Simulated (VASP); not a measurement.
Input of a VASP 6.6.1 run:

Contents of INCAR:

```
PREC = Accurate ; ENCUT = 520
EDIFF = 1E-7 ; ISMEAR = 0
SIGMA = 0.1 ; LREAL = False
LASPH = True ; NELM = 80
ALGO = Normal ; ISIF = 2
LWAVE = False ; LCHARG = False
GGA = PS ; ISYM = 0
NBANDS = 16
```

KPOINTS

```
Automatic mesh
0
Gamma
  8 6 16
```

File POSCAR:

```
InAs
1.0
    4.3047103135      0.0000000000      0.0000000000
    0.0000000000      6.0877797074      0.0000000000
    2.1523551567     -3.0438898537      2.1523551567
In As
1 1
Direct
    0.0000000000      0.0000000000      0.0000000000
    0.5000000000      0.2500000000      0.0000000000
```

Potentials or basis: VASP PAW PBE potentials, release 64 (In_d, As).

Run with:

```bash
$ cat potpaw_PBE.64/In_d/POTCAR potpaw_PBE.64/As/POTCAR > POTCAR
$ mpirun -np 1 vasp_std > vasp.out
```

Question: Predict the pressure.

Answer: 0.1 GPa.

Question: Predict the band gap on the k mesh.

Answer: Zero (filled and empty bands touch).

Caveat: semilocal functionals underestimate gaps, so a narrow gap can read as zero; the PAW data sets were made with another functional, which shifts forces and pressure a little; spin-orbit coupling is left out, which moves the levels of the heavy elements.

**The experiment to reproduce.**

A printed reference work, data compilation reports, for a bulk crystal of InAs at 4.2 K: band gap 0.418 eV (direct).

Against the measured gap of InAs, 0.418 eV (direct; 4.2 K; a printed reference work, data compilation), the calculated 0.00 eV is off by -0.42 eV. Spin-orbit coupling on As, In is left out. The value is that of PBEsol on a finite k mesh, which can miss the band edges, without temperature or zero-point motion. Semilocal functionals fall short of measured gaps as a rule.
